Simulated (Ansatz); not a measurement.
A run of Ansatz 0.2.0 is set up as follows.

File input.yaml:

```yaml
crystal:
  lattice:
    - [2.5221, 0.0, 0.0]
    - [-1.26105, 2.1842026709, 0.0]
    - [0.0, 0.0, 12.3557]
  atoms:
    - { symbol: C, position: [0.6666666667, 0.3333333333, 0.35417] }
    - { symbol: C, position: [0.3333333333, 0.6666666667, 0.85417] }
    - { symbol: C, position: [0.6666666667, 0.3333333333, 0.14583] }
    - { symbol: C, position: [0.3333333333, 0.6666666667, 0.64583] }
    - { symbol: C, position: [0.6666666667, 0.3333333333, 0.47917] }
    - { symbol: C, position: [0.3333333333, 0.6666666667, 0.97917] }
    - { symbol: C, position: [0.6666666667, 0.3333333333, 0.02083] }
    - { symbol: C, position: [0.3333333333, 0.6666666667, 0.52083] }
    - { symbol: C, position: [0.0, 0.0, 0.8125] }
    - { symbol: C, position: [0.0, 0.0, 0.3125] }
    - { symbol: C, position: [0.0, 0.0, 0.6875] }
    - { symbol: C, position: [0.0, 0.0, 0.1875] }
hamiltonian:
  xc: pbe
  pseudopotentials: { kind: paw }
kpoints:
  mp_grid: { grid: [12, 12, 3] }
scf:
  occupations: { method: gaussian, width: 0.012 }
output:
  forces: true
  stress: true
  eigenvalues: true
  write_density: true
  write_potential: true
  elf: true
  volumetric_format: npy
```

Potentials or basis: Ansatz PAW.

Command:

```bash
$ ansatz run input.yaml --threads 4 --pin off --max-ram 11264MiB --backend cpu --events-out ev --progress --plain --runs-dir out
```

**Question.** Estimate the pressure.

**Answer.** 2.1 GPa.

**Question.** Predict the largest force.

**Answer.** 0.331 eV/Å.

**Question.** Predict the band gap on the k mesh.

**Answer.** 4.39 eV, indirect (least direct gap 5.31 eV).

Forces on the atoms (eV/Å):
```
C    0.000  0.000  0.310
C    0.000  0.000  0.310
C    0.000  0.000 -0.310
C    0.000  0.000 -0.310
C    0.000  0.000 -0.027
C    0.000  0.000 -0.027
C    0.000  0.000  0.027
C    0.000  0.000  0.027
C    0.000  0.000  0.331
C    0.000  0.000  0.331
C    0.000  0.000 -0.331
C    0.000  0.000 -0.331
```

Caveat: odd divisions of the mesh miss points on the zone boundary, where band edges often lie, so the gap on the mesh can be too wide; the pressure holds a Pulay correction of +1.0 GPa for the finite cutoff. PBE gaps usually lie below the measured ones, often by a third to a half.
